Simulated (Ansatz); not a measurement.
# Cu (Cmcm) in Ansatz: single point with PBE

Aim: the single point of Cu with PBE.

Program: Ansatz 0.2.0. These are calculated values, not measurements. Logs are shortened: lines on timing, memory, paths and dates and some standing lists are left out, and cuts for length are marked.

## Step 1: The structure

The structure is orthorhombic, space group Cmcm (No. 63). Conventional cell: a = 2.437 Å, b = 7.953 Å, c = 2.475 Å, α = 90.00°, β = 90.00°, γ = 90.00°. Cu (site symmetry m2m) has 10 Cu at 2.44 to 2.54 Å as nearest neighbours.

This isn't the form of Cu at room conditions, which is fcc.

## Step 2: Single point, PBE

Contents of input.yaml:

```yaml
crystal:
  lattice:
    - [1.21846369, -3.9763780104, 0.0]
    - [1.21846369, 3.9763780104, 0.0]
    - [0.0, 0.0, 2.4754955235]
  atoms:
    - { symbol: Cu, position: [0.86613335, 0.13386665, 0.75] }
    - { symbol: Cu, position: [0.13386665, 0.86613335, 0.25] }
kpoints:
  mp_grid: { grid: [11, 11, 11] }
scf:
  occupations: { method: gaussian, width: 0.05 }
hamiltonian:
  xc: pbe
  pseudopotentials: { kind: all_electron, lapw: { basis_error: 0.001 } }
output:
  forces: true
  stress: true
  eigenvalues: true
```

Potentials or basis: all-electron LAPW, scalar-relativistic.

Started as:

```console
$ ansatz run input.yaml --threads 1 --pin off --max-ram 3072MiB --backend cpu --events-out ev --progress --plain --runs-dir out
```

The log of the run:

```text
Warning: RAYON_NUM_THREADS=1 ignored (pool sized by the plan → 1); use --threads N
LAPW: plane waves up to 9.298 Å⁻¹, error target 1.0e-3 eV per atom; small_component_spin mean_spin; Cu in spheres of 1.218 Å, 19 of its electrons in bands, Dirac shells [] (how accurate: hamiltonian.pseudopotentials.lapw.basis_error, Limitations)
Engine: ansatz 0.2.0, aarch64-unknown-linux-gnu
Pseudopotentials: kind: all_electron
Pseudopotential: Cu, LAPW, valence charge 19, lapw/all_electron/scalar/gaussian/Cu, Koelling and Harmon's equation, gaussian nucleus
Functional definition: PBE
  parameter kappa = 0.804
  parameter beta = 0.06672455060314922
  exchange = pbe_x(kappa = kappa, mu = beta*pi^2/3)
  correlation = pbe_c(beta = beta)
Crystal: 2 atoms, lattice volume = 23.988 Å³
Basis set: ecut = 329.4105747828646 eV, 323 PW (Γ), FFT grids on a1+a2, a2, a3, exchange–correlation at level 2
Bands: 23, of which v1, the nominal top of the filled ones, is band 19 counted from 1 (18 counted from 0)
Symmetry: 8 space group operations
Space group: Cmcm (ITA 63), of the structure as read, at distance tolerance 2.9e-5 Å
k-points: 216 of 1331
Non-local potential: Cu, projectors of the file, none
Initial density: superposition of atomic densities (chi_scale 0.1, normalization cell)
Initial wavefunctions: plane waves of lowest kinetic energy (no species holds an atomic orbital)
Functional: x = pbe(κ = 0.804, μ = 0.2195149727645171), c = pbe(β = 0.06672455060314922)
iter 1 solved again at ethr=1.07e-3 eV; its pass at ethr=1.00e-1 eV (dr2=4.07e-1 eV) is discarded
SCF iter   1: F=—  HF=-90069.963357 eV  |F-HF|=—  |Δ(HF+E_count)|=         —  Δρ=5.43e-2  dr2=4.08e-1  ethr=1.07e-3  ⟨swp⟩=2.0  Hψ=34585  notcnv=0
preconditioner: auto → none  [metal: Δε(μ)=0.015 eV  Ē_g=9.575 eV  σ=0.050 eV  W_gap=0.17  n_scr=8 (ndim 8)  ℏωp=35.6 eV  f_vac=0.000  D(μ)=0.91/eV (n_scr^D=4)  sad-step TF]
SCF iter   2: F=—  HF=-90071.247784 eV  |F-HF|=—  |Δ(HF+E_count)|=    1.28e0  Δρ=2.53e-2  dr2=9.23e-2  ethr=1.07e-3  ⟨swp⟩=3.0  Hψ=17957  notcnv=0
iter 3 solved again at ethr=1.21e-5 eV; its pass at ethr=2.43e-4 eV (dr2=4.61e-3 eV) is discarded
SCF iter   3: F=—  HF=-90068.414392 eV  |F-HF|=—  |Δ(HF+E_count)|=    2.83e0  Δρ=3.88e-3  dr2=4.61e-3  ethr=1.21e-5  ⟨swp⟩=2.0  Hψ=27527  notcnv=0
SCF iter   4: F=—  HF=-90068.292729 eV  |F-HF|=—  |Δ(HF+E_count)|=   1.22e-1  Δρ=5.69e-3  dr2=4.70e-3  ethr=1.21e-5  ⟨swp⟩=3.0  Hψ=17308  notcnv=0
SCF iter   5: F=—  HF=-90068.281846 eV  |F-HF|=—  |Δ(HF+E_count)|=   1.09e-2  Δρ=9.75e-4  dr2=5.06e-4  ethr=1.21e-5  ⟨swp⟩=2.0  Hψ=14075  notcnv=0
SCF iter   6: F=—  HF=-90068.281644 eV  |F-HF|=—  |Δ(HF+E_count)|=   2.02e-4  Δρ=1.58e-4  dr2=3.89e-6  ethr=1.33e-6  ⟨swp⟩=2.0  Hψ=14079  notcnv=0
SCF iter   7: F=—  HF=-90068.281647 eV  |F-HF|=—  |Δ(HF+E_count)|=   3.42e-6  Δρ=3.52e-5  dr2=2.53e-7  ethr=1.02e-8  ⟨swp⟩=3.0  Hψ=14761  notcnv=0
SCF iter   8: F=—  HF=-90068.281646 eV  |F-HF|=—  |Δ(HF+E_count)|=   1.33e-6  Δρ=7.20e-6  dr2=1.21e-8  ethr=6.65e-10  ⟨swp⟩=2.8  Hψ=14431  notcnv=0
SCF iter   9: F=-90068.281646 eV  HF=-90068.281646 eV  |F-HF|=1.46e-10  |Δ(HF+E_count)|=   3.77e-8  Δρ=3.69e-7  dr2=2.52e-11  ethr=3.19e-11  ⟨swp⟩=2.4  Hψ=14198  notcnv=0
SCF 1 converged in 9 iterations: F = -90068.281646 eV  dr2 = 2.52e-11
SCF converged after 9 iterations
Free energy (F): -90068.281646 eV
Harris-Foulkes:  -90068.281646 eV  (|F-HF|=1.46e-10)
Internal energy: -90068.281083 eV  (E = F + TS)
E sigma→0 (E₀):  -90068.281365 eV
Entropy (-TS):   -0.000563 eV (-0.281 meV/atom)
Fermi energy:    16.325557 eV
--- Per-component energies (eV) ---
  E_band       = -737.550255
  E_kinetic    = 91619.033264
  E_xc         = -3681.544962
  E_electrostatic = -178005.769385  (all electrons and nuclei)
  E_smearing   = -0.000563  (= −TS)
  E_closure    = 0.000000  (closes the sum)
  E_atoms      = -90061.064913  (free atoms, spherical and without spin; not in F)
  Σ components = -90068.281646   (vs F -90068.281646, Δ=0.00e0)
  Basis errors (estimates in eV, not in F): energy 2.6e-4 per atom: plane waves 2.4e-4 (1.3e-4 summed), levels above the bands 0.0e0, relativity 2.8e-8, radial functions 2.0e-5, core shells 1.1e-10; eigenvalues (radial functions only) 3.6e-7; not estimated: angular momenta, meshes, grids; target (lapw.basis_error) 1.0e-3; muffin-tin radii Cu 1.218 Å
--- Forces (eV/Å), atoms counted from 1 ---
  atom   1  Cu     0.00000000    -0.04632435    -0.00000000
  atom   2  Cu     0.00000000     0.04632435     0.00000000
  max |Σ_I F_I| component: 0.00e0 eV/Å
--- Stress (GPa, compression-positive) ---
        6.541628       0.000000       0.000000
        0.000000       5.976712       0.000000
        0.000000       0.000000       7.163417
  P = ⅓ Tr σ = 6.5606 GPa (65.606 kbar)
--- Band table (eV; the first three rows and the last of 216) ---
  k-point 0: bands = ["-96.3017", "-96.2833", "-53.7414", "-53.6511", "-53.6180", "-53.6140", "-53.6052", "-53.5917", "6.9847", "11.3132", "12.0882", "12.5733", "13.2856", "13.5495", "13.9774", "14.2884", "14.4844", "14.6248", "14.8797", "16.1847", "21.0772", "31.0046", "34.6549"]
  k-point 1: bands = ["-96.3007", "-96.2831", "-53.7383", "-53.6569", "-53.6213", "-53.6199", "-53.6044", "-53.5914", "7.1992", "11.4388", "12.1147", "12.5987", "13.2357", "13.5937", "13.9583", "14.2048", "14.4046", "14.5236", "14.6041", "16.8961", "21.1479", "28.8338", "34.9205"]
  k-point 2: bands = ["-96.2981", "-96.2826", "-53.7295", "-53.6722", "-53.6409", "-53.6256", "-53.6022", "-53.5909", "7.8286", "11.7664", "12.1846", "12.6319", "13.1115", "13.5948", "13.8931", "13.9659", "14.0354", "14.5665", "14.5749", "18.2076", "21.3807", "25.4894", "34.4272"]
  k-point 215: bands = ["-96.2855", "-96.2850", "-53.7413", "-53.7399", "-53.6456", "-53.6436", "-53.5941", "-53.5903", "11.1682", "11.2725", "12.6146", "12.7564", "13.8353", "13.8533", "14.2649", "14.4062", "14.4201", "14.7700", "14.9053", "15.6056", "20.0796", "20.5391", "33.3077"]
```

Wall time 42 s (1 thread of Arm Neoverse V2, shared host); peak memory 0.57 GiB.

Results:

- Free energy: -90068.2816 eV
- Pressure: 6.6 GPa
- Largest force: 0.046 eV/Å
- Band gap on the k mesh: none (metal or under the smearing width)

Forces in eV/Å, atoms in the order of the input:
```
Cu   0.000 -0.046  0.000
Cu   0.000  0.046  0.000
```

Levels at points of the mesh, in eV from the Fermi level:
```csv
k point,band 17,band 18,band 19,band 20,band 21,band 22
"(0.00, 0.00, 0.00)",-1.84,-1.70,-1.45,-0.14,4.75,14.68
```
